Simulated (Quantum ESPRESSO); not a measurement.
MnO2 under changes of volume

One of the cells (12.025 Å³/atom); the others are scaled copies at fixed shape and fractional positions:

```
Mn O
1.0
     2.85496    0.00000    0.00000
    -1.42748    2.47246    0.00000
     0.00000    0.00000   10.22174
Mn O
2 4
Direct
  0.00000 0.00000 0.50000
  0.00000 0.00000 0.00000
  0.66667 0.33333 0.40686
  0.66667 0.33333 0.09314
  0.33333 0.66667 0.59314
  0.33333 0.66667 0.90686
```

Measurements of this composition are mostly on another form, of space group No. 136.

```yaml
Program: Quantum ESPRESSO 7.5
Functional: LDA
Potentials_or_basis: GBRV 1.5 LDA
Cutoff: 612 eV
Density_cutoff: 4898 eV
k_mesh: 11 × 11 × 3
Occupations: fermi-dirac, width 0.05 eV
Spin: collinear spin, ferromagnetic start
Starting_moments: "[4.0, 4.0, 0.0, 0.0, 0.0, 0.0] μB"
```

| volume (Å³/atom) | energy over the lowest point (meV/atom) | pressure (GPa) | gap on the mesh (eV) | largest force (eV/Å) |
| --- | --- | --- | --- | --- |
| 11.304 | ? | ? | ? | ? |
| 11.544 | 0.00 | 0.0 | 0.34 | 0.082 |
| 11.785 | 2.62 | -4.0 | 0.42 | 0.240 |
| 12.025 | 10.90 | -7.5 | 0.49 | 0.536 |
| 12.266 | 24.24 | -10.7 | 0.56 | 0.808 |
| 12.507 | 42.05 | -13.5 | 0.63 | 1.058 |
| 12.747 | 63.87 | -16.0 | 0.70 | 1.287 |

Question: What does the run at 11.304 Å³/atom give?

Answer: Energy over the lowest point 3.79 meV/atom; pressure 4.5 GPa; gap on the mesh 0.26 eV; largest force 0.433 eV/Å.

Worked out: A Birch-Murnaghan fit of order 3 (a polynomial in V^(-2/3)) to the other rows has its minimum at 11.56 Å³/atom with B0 = V·E''(V) = 200 GPa and B' = 4.4 at fixed shape and positions, which overstates the stiffness. It gives 3.65 meV/atom at 11.304 Å³/atom, against the run's 3.79, and -dE/dV = 4.7 GPa, against 4.5. A straight line through the other rows of the gap, of slope 3.6 eV per unit of ln V, extrapolates to 0.27 eV, against the run's 0.26.

Energies are extrapolated to zero smearing.

Caveats: an odd mesh through Γ misses points on the zone boundary, where band edges often lie; only a ferromagnetic start was run, and an antiferromagnetic order may lie lower in energy; forces of over 1 eV/Å show positions far from the minimum, so gaps and moduli don't describe the material at rest (some runs).
